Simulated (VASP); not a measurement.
PbS (Galena): equation of state with PBEsol

PbS (Galena):

```
Pb S
1.0
     0.00000    2.96575    2.96575
     2.96575    0.00000    2.96575
     2.96575    2.96575    0.00000
Pb S
1 1
Direct
  0.00000 0.00000 0.00000
  0.50000 0.50000 0.50000
```

```json
{"Program": "VASP 6.6.1", "Task": "equation of state", "Functional": "PBEsol", "Potentials or basis": "VASP PAW PBE potentials, release 64 (Pb_d, S)", "Cutoff": "520 eV", "k mesh": "8 × 8 × 8", "Occupations": "fermi-dirac, width 0.05 eV", "Spin": "no spin polarisation"}
```

* Equilibrium volume: 25.71 Å³/atom
* Bulk modulus: 59 GPa
* Pressure derivative of the bulk modulus: 4.0

Energy against volume, from the lowest point:
```
volume (Å³/atom)  energy (meV/atom)
          24.521              10.86
          25.042               3.21
          25.564               0.00
          26.086               0.80
          26.607               5.26
          27.129              13.01
          27.651              23.72
```

All runs of the series together: 3 min on 1 thread of Intel(R) Xeon(R) Platinum 8175M CPU @ 2.50GHz (Skylake/Cascade Lake) (shared host).

Caveat: the PAW data sets were made with another functional, which shifts forces and pressure a little. The run has no spin-orbit coupling, so splittings on Pb are missing.
